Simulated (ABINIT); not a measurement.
# Pt (Fm-3m) in ABINIT: further runs

The runs below take Pt through equation of state, with LDA, WC, revPBE+D3.

Everything below comes from runs of ABINIT 10.8.3 (patched build). Logs are shortened: lines on timing, memory, paths and dates and some standing lists are left out, and cuts for length are marked. The log counts tension as positive stress, the text compression.

### 1 The structure

It takes space group Fm-3m (No. 225, cubic). Conventional cell: a = 3.922 Å, b = 3.922 Å, c = 3.922 Å, α = 90.00°, β = 90.00°, γ = 90.00°. Pt (site symmetry m-3m) is surrounded by 12 Pt at 2.77 Å.

### 2 Equation of state, LDA

The input, run.abi:

```
# Datasets: one volume each
ndtset 7
getwfk -1
scalecart1 3*0.9795861087
scalecart2 3*0.9864848297
scalecart3 3*0.9932883884
scalecart4 3*1.0000000000
scalecart5 3*1.0066227096
scalecart6 3*1.0131594038
scalecart7 3*1.0196128224

# Pseudopotentials
pp_dirpath "./"
pseudos "Pt.LDA_PW-JTH.xml"

# Structure
acell 5.2404588053 5.2404588053 5.2404588053
rprim
     0.0000000000     0.7071067812     0.7071067812
     0.7071067812     0.0000000000     0.7071067812
     0.7071067812     0.7071067812     0.0000000000
ntypat 1
znucl 78
natom 1
typat 1
xred
     0.0000000000     0.0000000000     0.0000000000

# Plane-wave basis
ecut 26.0
pawecutdg 48.0

# k points
kptopt 1
ngkpt 12 12 12
nshiftk 1
shiftk 0.0 0.0 0.0

# Exchange and correlation
ixc 7

# Bands and occupations
nband 9
occopt 3
tsmear 0.05 eV

# SCF cycle
nstep 100
tolvrs 1.0e-9

# Output
iomode 3
prtwf 1
prtden 0
prteig 0
prtebands 0
enunit 1
```

Potentials or basis: JTH PAW LDA v2.0.

Launch:

```console
$ abinit run.abi > log 2>&1
```

run.abo:

```text
.Version 10.8.3 of ABINIT
 DATASET    1 : space group Fm -3 m (#225); Bravais cF (face-center cubic)
================================================================================
 Values of the parameters that define the memory need for DATASET  1.
     intxc =       0    ionmov =       0      iscf =      17    lmnmax =      18
     lnmax =       6     mgfft =      24  mpssoang =       3    mqgrid =    3001
     natom =       1  nloc_mem =       2    nspden =       1   nspinor =       1
    nsppol =       1      nsym =      48    n1xccc =       1    ntypat =       1
    occopt =       3   xclevel =       1
       mpw =         620          nfft =       13824          nkpt =          72
 PAW method is used; the additional fine FFT grid is defined by:
   mgfftf=        36    nfftf =     46656
================================================================================
================================================================================
[... 71 lines left out ...]
 DATASET    7 : space group Fm -3 m (#225); Bravais cF (face-center cubic)
================================================================================
 Values of the parameters that define the memory need for DATASET  7.
     intxc =       0    ionmov =       0      iscf =      17    lmnmax =      18
     lnmax =       6     mgfft =      27  mpssoang =       3    mqgrid =    3001
     natom =       1  nloc_mem =       2    nspden =       1   nspinor =       1
    nsppol =       1      nsym =      48    n1xccc =       1    ntypat =       1
    occopt =       3   xclevel =       1
       mpw =         693          nfft =       19683          nkpt =          72
 PAW method is used; the additional fine FFT grid is defined by:
   mgfftf=        36    nfftf =     46656
================================================================================
================================================================================

--------------------------------------------------------------------------------
------------- Echo of variables that govern the present computation ------------
--------------------------------------------------------------------------------
 -outvars: echo values of preprocessed input variables --------
            acell      5.2404588053E+00  5.2404588053E+00  5.2404588053E+00 Bohr
              amu      1.95080000E+02
             ecut      2.60000000E+01 Hartree
           enunit           1
           getwfk          -1
                       outvar_i_n : Printing only first  50 k-points.
              ixc           7
           jdtset        1    2    3    4    5    6    7
                       outvar_i_n : Printing only first  50 k-points.
         kptrlatt       12    0    0      0   12    0      0    0   12
          kptrlen1     6.16017678E+01
          kptrlen2     6.20355973E+01
          kptrlen3     6.24634426E+01
          kptrlen4     6.28855057E+01
          kptrlen5     6.33019781E+01
          kptrlen6     6.37130414E+01
          kptrlen7     6.41188679E+01
            natom           1
            nband           9
           ndtset           7
            ngfft1         24      24      24
            ngfft2         24      24      24
            ngfft3         24      24      24
            ngfft4         27      27      27
            ngfft5         27      27      27
            ngfft6         27      27      27
            ngfft7         27      27      27
          ngfftdg          36      36      36
             nkpt          72
            nstep         100
             nsym          48
           ntypat           1
                       prtocc : prtvol=0, do not print more k-points.
           occopt           3
        pawecutdg      4.80000000E+01 Hartree
           prtden           0
        prtebands           0
           prteig           0
            rprim1     0.0000000000E+00  6.9267198023E-01  6.9267198023E-01
                       6.9267198023E-01  0.0000000000E+00  6.9267198023E-01
                       6.9267198023E-01  6.9267198023E-01  0.0000000000E+00
            rprim2     0.0000000000E+00  6.9755011263E-01  6.9755011263E-01
                       6.9755011263E-01  0.0000000000E+00  6.9755011263E-01
                       6.9755011263E-01  6.9755011263E-01  0.0000000000E+00
            rprim3     0.0000000000E+00  7.0236095512E-01  7.0236095512E-01
                       7.0236095512E-01  0.0000000000E+00  7.0236095512E-01
                       7.0236095512E-01  7.0236095512E-01  0.0000000000E+00
            rprim4     0.0000000000E+00  7.0710678120E-01  7.0710678120E-01
                       7.0710678120E-01  0.0000000000E+00  7.0710678120E-01
                       7.0710678120E-01  7.0710678120E-01  0.0000000000E+00
            rprim5     0.0000000000E+00  7.1178974407E-01  7.1178974407E-01
                       7.1178974407E-01  0.0000000000E+00  7.1178974407E-01
                       7.1178974407E-01  7.1178974407E-01  0.0000000000E+00
            rprim6     0.0000000000E+00  7.1641188486E-01  7.1641188486E-01
                       7.1641188486E-01  0.0000000000E+00  7.1641188486E-01
                       7.1641188486E-01  7.1641188486E-01  0.0000000000E+00
            rprim7     0.0000000000E+00  7.2097514092E-01  7.2097514092E-01
                       7.2097514092E-01  0.0000000000E+00  7.2097514092E-01
                       7.2097514092E-01  7.2097514092E-01  0.0000000000E+00
          spgroup         225
           tolvrs      1.00000000E-09
           tsmear      1.83746611E-03 Hartree
            typat      1
           useylm           1
                       outvars : Printing only first  50 k-points.
            znucl       78.00000

================================================================================

 chkinp: Checking input parameters for consistency, jdtset=   1.

 chkinp: Checking input parameters for consistency, jdtset=   2.
[... 40 lines left out ...]
 getcut: wavevector=  0.0000  0.0000  0.0000  ngfft=  36  36  36
         ecut(hartree)=     48.000   => boxcut(ratio)=   2.24856

 getcut : COMMENT -
  Note that boxcut > 2.2 ; recall that boxcut=Gcut(box)/Gcut(sphere) = 2
  is sufficient for exact treatment of convolution.
  Such a large boxcut is a waste : you could raise ecut
  e.g. ecut=   60.672362 Hartrees makes boxcut=2

--- Pseudopotential description ------------------------------------------------
- pspini: atom type   1  psp file is ./Pt.LDA_PW-JTH.xml
 Pseudopotential format is: paw10
 basis_size (lnmax)=  6 (lmn_size= 18), orbitals=   0   0   1   1   2   2
 Spheres core radius: rc_sph= 2.51621648
 Shapefunction is SIN type: shapef(r)=[sin(pi*r/rshp)/(pi*r/rshp)]**2
 Radius for shape functions =  2.25451594
 Compensation charge density is not taken into account in XC energy/potential

   3.06778918E+02                                ecore*ucvol(ha*bohr**3)
--------------------------------------------------------------------------------

[... 177 lines left out ...]
 getcut: wavevector=  0.0000  0.0000  0.0000  ngfft=  36  36  36
         ecut(hartree)=     48.000   => boxcut(ratio)=   2.23284

 getcut : COMMENT -
  Note that boxcut > 2.2 ; recall that boxcut=Gcut(box)/Gcut(sphere) = 2
  is sufficient for exact treatment of convolution.
  Such a large boxcut is a waste : you could raise ecut
  e.g. ecut=   59.826737 Hartrees makes boxcut=2

--------------------------------------------------------------------------------

-inwffil : will read wavefunctions from disk file runo_DS1_WFK.nc

================================================================================
[... 168 lines left out ...]
 getcut: wavevector=  0.0000  0.0000  0.0000  ngfft=  36  36  36
         ecut(hartree)=     48.000   => boxcut(ratio)=   2.21754

 getcut : COMMENT -
  Note that boxcut > 2.2 ; recall that boxcut=Gcut(box)/Gcut(sphere) = 2
  is sufficient for exact treatment of convolution.
  Such a large boxcut is a waste : you could raise ecut
  e.g. ecut=   59.009974 Hartrees makes boxcut=2

--------------------------------------------------------------------------------

-inwffil : will read wavefunctions from disk file runo_DS2_WFK.nc

================================================================================
[... 168 lines left out ...]
 getcut: wavevector=  0.0000  0.0000  0.0000  ngfft=  36  36  36
         ecut(hartree)=     48.000   => boxcut(ratio)=   2.20266

 getcut : COMMENT -
  Note that boxcut > 2.2 ; recall that boxcut=Gcut(box)/Gcut(sphere) = 2
  is sufficient for exact treatment of convolution.
  Such a large boxcut is a waste : you could raise ecut
  e.g. ecut=   58.220528 Hartrees makes boxcut=2

--------------------------------------------------------------------------------

-inwffil : will read wavefunctions from disk file runo_DS3_WFK.nc

================================================================================
[... 660 lines left out ...]
-Cartesian components of stress tensor (GPa)         [Pressure= -1.9408E+01 GPa]
- sigma(1 1)=  1.94075319E+01  sigma(3 2)=  0.00000000E+00
- sigma(2 2)=  1.94075319E+01  sigma(3 1)=  0.00000000E+00
- sigma(3 3)=  1.94075319E+01  sigma(2 1)=  0.00000000E+00

== END DATASET(S) ==============================================================
================================================================================

 -outvars: echo values of variables after computation  --------
            acell      5.2404588053E+00  5.2404588053E+00  5.2404588053E+00 Bohr
           etotal1    -2.7188271541E+01
           etotal2    -2.7189024758E+01
           etotal3    -2.7189278530E+01
           etotal4    -2.7189093807E+01
           etotal5    -2.7188525580E+01
           etotal6    -2.7187618300E+01
           etotal7    -2.7186414700E+01
            fcart1    -0.0000000000E+00 -0.0000000000E+00 -0.0000000000E+00
            fcart2    -0.0000000000E+00 -0.0000000000E+00 -0.0000000000E+00
            fcart3    -0.0000000000E+00 -0.0000000000E+00 -0.0000000000E+00
            fcart4    -0.0000000000E+00 -0.0000000000E+00 -0.0000000000E+00
            fcart5    -0.0000000000E+00 -0.0000000000E+00 -0.0000000000E+00
            fcart6    -0.0000000000E+00 -0.0000000000E+00 -0.0000000000E+00
            fcart7    -0.0000000000E+00 -0.0000000000E+00 -0.0000000000E+00
            rprim1     0.0000000000E+00  6.9267198023E-01  6.9267198023E-01
                       6.9267198023E-01  0.0000000000E+00  6.9267198023E-01
                       6.9267198023E-01  6.9267198023E-01  0.0000000000E+00
[... 17 lines left out ...]
                       7.2097514092E-01  7.2097514092E-01  0.0000000000E+00
           strten1    -5.0153906091E-04 -5.0153906091E-04 -5.0153906091E-04
                       0.0000000000E+00  0.0000000000E+00  0.0000000000E+00
           strten2    -2.4011570736E-04 -2.4011570736E-04 -2.4011570736E-04
                       0.0000000000E+00  0.0000000000E+00  0.0000000000E+00
           strten3    -1.0108501037E-05 -1.0108501037E-05 -1.0108501037E-05
                       0.0000000000E+00  0.0000000000E+00  0.0000000000E+00
           strten4     1.9063297961E-04  1.9063297961E-04  1.9063297961E-04
                       0.0000000000E+00  0.0000000000E+00  0.0000000000E+00
           strten5     3.6791989337E-04  3.6791989337E-04  3.6791989337E-04
                       0.0000000000E+00  0.0000000000E+00  0.0000000000E+00
           strten6     5.2336017177E-04  5.2336017177E-04  5.2336017177E-04
                       0.0000000000E+00  0.0000000000E+00  0.0000000000E+00
           strten7     6.5964860007E-04  6.5964860007E-04  6.5964860007E-04
                       0.0000000000E+00  0.0000000000E+00  0.0000000000E+00
 Calculation completed.
```

Wall time 1.7 min (1 thread of Arm Neoverse V1, shared host); peak memory 0.14 GiB.

What came out:

```
Equilibrium volume                      : 14.80 Å³/atom
Bulk modulus                            : 308 GPa
Pressure derivative of the bulk modulus : 5.4
```

Energy against volume, from the lowest point:
```tsv
volume (Å³/atom)	energy (meV/atom)
14.175	27.40
14.477	6.91
14.778	0.00
15.080	5.03
15.381	20.49
15.683	45.18
15.985	77.93
```

Caveat: pressures at fixed basis lie under the slope of the energies.

### 3 Equation of state, WC

The input, run.abi:

```
ndtset 7
getwfk -1
scalecart1 3*0.9795861087
scalecart2 3*0.9864848297
scalecart3 3*0.9932883884
scalecart4 3*1.0000000000
scalecart5 3*1.0066227096
scalecart6 3*1.0131594038
scalecart7 3*1.0196128224

pp_dirpath "./"
pseudos "Pt.GGA_PBE-JTH.xml"

acell 2.7731313745 2.7731313745 2.7731313745 Angstrom
rprim
     0.0000000000     0.7071067812     0.7071067812
     0.7071067812     0.0000000000     0.7071067812
     0.7071067812     0.7071067812     0.0000000000
ntypat 1
znucl 78
natom 1
typat 1
xred
     0.0000000000     0.0000000000     0.0000000000

ecut 20.0
pawecutdg 40.0

kptopt 1
ngkpt 12 12 12
nshiftk 1
shiftk 0.0 0.0 0.0

ixc 23

nband 9
occopt 3
tsmear 0.05 eV

nstep 100
tolvrs 1.0e-9

iomode 3
prtwf 1
prtden 0
prteig 0
prtebands 0
```

Potentials or basis: JTH PAW PBE v2.0.

Launch:

```console
$ abinit run.abi > log 2>&1
```

Wall time 89 s (1 thread of Arm Neoverse V1, shared host); peak memory 0.13 GiB.

Results (log left out):

| Quantity | Value |
| --- | --- |
| Equilibrium volume | 15.25 Å³/atom |
| Bulk modulus | 283 GPa |
| Pressure derivative of the bulk modulus | 5.3 |

Energy against volume, from the lowest point:
```tsv
volume (Å³/atom)	energy (meV/atom)
14.175	76.28
14.477	37.09
14.778	12.47
15.080	0.58
15.381	0.00
15.683	9.45
15.985	27.62
```

Caveat: pressures at fixed basis lie under the slope of the energies; the PAW data sets were made with another functional, which shifts forces and pressure a little.

### 4 Equation of state, revPBE+D3

The input, run.abi:

```
# Datasets: one volume each
ndtset 7
getwfk -1
scalecart1 3*0.9795861087
scalecart2 3*0.9864848297
scalecart3 3*0.9932883884
scalecart4 3*1.0000000000
scalecart5 3*1.0066227096
scalecart6 3*1.0131594038
scalecart7 3*1.0196128224

# Pseudopotentials
pp_dirpath "./"
pseudos "Pt.GGA_PBE-JTH.xml"

# Structure
acell 3*1.0 Angstrom
rprim
     0.0000000000     1.9609000000     1.9609000000
     1.9609000000     0.0000000000     1.9609000000
     1.9609000000     1.9609000000     0.0000000000
ntypat 1
znucl 78
natom 1
typat 1
xred
     0.0000000000     0.0000000000     0.0000000000

# Plane-wave basis
ecut 544.227725 eV
pawecutdg 40.0

# k points
kptopt 1
ngkpt 12 12 12
nshiftk 1
shiftk 0.0 0.0 0.0

# Exchange and correlation
ixc 14
vdw_xc 6

# Bands and occupations
nband 9
occopt 3
tsmear 0.05 eV

# SCF cycle
nstep 100
tolvrs 1.0e-9

# Output
iomode 3
prtwf 1
prtden 0
prteig 0
prtebands 0
enunit 1
```

Launch:

```console
$ abinit run.abi > log 2>&1
```

Wall time 89 s (1 thread of Arm Neoverse V1, shared host); peak memory 0.14 GiB.

Results (log left out):

| Property | Result |
| --- | --- |
| Equilibrium volume | 14.92 Å³/atom |
| Bulk modulus | 276 GPa |
| Pressure derivative of the bulk modulus | 5.8 |

Energy against volume, from the lowest point:
| volume (Å³/atom) | energy (meV/atom) |
| --- | --- |
| 14.175 | 35.18 |
| 14.477 | 11.11 |
| 14.778 | 0.00 |
| 15.080 | 0.05 |
| 15.381 | 9.92 |
| 15.683 | 28.36 |
| 15.985 | 54.11 |

Caveat: pressures at fixed basis lie under the slope of the energies; the PAW data sets were made with another functional, which shifts forces and pressure a little. Spin-orbit coupling is left out, which matters for the levels of Pt.

### 5 Equation of state, LDA

Changes to run.abi since step 4:

```diff
@@ -13,3 +13,3 @@
 pp_dirpath "./"
-pseudos "Pt.GGA_PBE-JTH.xml"
+pseudos "Pt.LDA_PW-JTH.xml"
 
@@ -29,4 +29,4 @@
 # Plane-wave basis
-ecut 544.227725 eV
-pawecutdg 40.0
+ecut 408.170794 eV
+pawecutdg 30.0
 
@@ -39,4 +39,3 @@
 # Exchange and correlation
-ixc 14
-vdw_xc 6
+ixc 7
 
@@ -45,3 +44,3 @@
 occopt 3
-tsmear 0.05 eV
+tsmear 0.00183747
 
@@ -57,2 +56 @@
 prtebands 0
-enunit 1
```

Potentials or basis: JTH PAW LDA v2.0.

Launch:

```console
$ abinit run.abi > log 2>&1
```

Wall time 44 s (1 thread of Arm Neoverse V1, shared host); peak memory 0.12 GiB.

It converged, with:

```yaml
Equilibrium_volume: 14.81 Å³/atom
Bulk_modulus: 308 GPa
Pressure_derivative_of_the_bulk_modulus: 5.6
```

Energy against volume, from the lowest point:
| volume (Å³/atom) | energy (meV/atom) |
| --- | --- |
| 14.175 | 28.63 |
| 14.477 | 7.47 |
| 14.778 | 0.00 |
| 15.080 | 4.55 |
| 15.381 | 19.63 |
| 15.683 | 43.77 |
| 15.985 | 76.03 |

Caveat: pressures at fixed basis lie under the slope of the energies. LDA usually gives volumes a few per cent too small.

### 6 Overview

```csv
level,potentials or basis,cutoff (eV),fine-grid cutoff,V0 of scaled cells (Å³/atom),B0 (GPa)
LDA,JTH PAW LDA v2.0,707,1306.15 eV,14.80,308
WC,JTH PAW PBE v2.0,544,1088.46 eV,15.25,283
revPBE+D3,JTH PAW PBE v2.0,544,1088.46 eV,14.92,276
LDA,JTH PAW LDA v2.0,408,816.342 eV,14.81,308
```

Alike in all rows: task equation of state; no spin polarisation; cell as given; k mesh 12 × 12 × 12; smearing fermi-dirac 0.05 eV.

Caveats: pressures at fixed basis lie under the slope of the energies; the PAW data sets were made with another functional, which shifts forces and pressure a little (some runs).

Total energies depend on the potentials used, so only differences within one code and one set of settings carry meaning.
